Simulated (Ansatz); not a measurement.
# ZnS: S vacancy

Level of theory: DFT PBE, scalar-relativistic, plane waves, PAW in Ansatz 0.2.0. (420 eV cutoff, 2×2×2 k-mesh, Gaussian smearing of 0.01 eV, collinear spin in charge +1 alone)

Host crystal, relaxed:

```cif
data_structure
_symmetry_space_group_name_H-M 'P 1'
_symmetry_Int_Tables_number 1
_cell_length_a 3.8441
_cell_length_b 3.8441
_cell_length_c 6.3046
_cell_angle_alpha 90.000
_cell_angle_beta 90.000
_cell_angle_gamma 120.000
_cell_volume 80.68
loop_
_atom_site_label
_atom_site_type_symbol
_atom_site_fract_x
_atom_site_fract_y
_atom_site_fract_z
_atom_site_occupancy
Zn1 Zn 0.33333 0.66667 0.00027 1
Zn2 Zn 0.66667 0.33333 0.50027 1
S1 S 0.33333 0.66667 0.37473 1
S2 S 0.66667 0.33333 0.87473 1
```

Supercell of 12 atoms, rows in host cell vectors: 0 0 -1; -2 -1 0; 1 2 0. Atoms relax at the host's cell, keeping the symmetry that the supercell leaves at the site. The cell is small, so energies carry finite-size errors of tenths of an eV. The host's Kohn–Sham gap is 2.08 eV. Atoms are taken from and returned to the elements' standard states. Charged cells are corrected for image charges with the computed static dielectric tensor (mean 9.2) and aligned with the host's potential at far atoms (alignment terms reach 2.46 eV; the program doubts the alignment in some charges, where it is up to 2.46 eV). No band-filling term is added, and the Fermi level counts from the host's valence band top.

Defect: S vacancy at (0.333, 0.667, 0.375) of the host cell.

**Question.** What is the formation energy of the neutral defect?

**Answer.** 3.66 eV.

**Question.** Does the neutral defect carry a moment, and how do its surroundings relax?

**Answer.** The neutral run had no spin polarisation, so a moment wasn't tested. The nearest neighbours before are 4 Zn at 2.36 Å; after relaxation the atoms near the site are 1 Zn at 2.04 Å, 3 Zn at 2.11 Å; the largest move is 0.33 Å.

**Question.** Charges +2, +1, 0 were computed. Which is stable where in the gap?

**Answer.** Among the charges computed the stable one is +2 at the valence band top, changing to 0 at 1.29 eV. In charge +1 the cell has partly filled bands: a level of the defect may be part filled, the carrier may sit in the host's bands, or levels may cross between the k points, so transitions that involve it are doubtful. Without the alignment that the program doubts, the level (+1/0) would lie at -0.04 eV, outside the gap, so these runs don't decide whether the defect changes charge there. Levels between neighbouring charges: (+2/+1) 1.53 eV, (+1/0) 1.05 eV.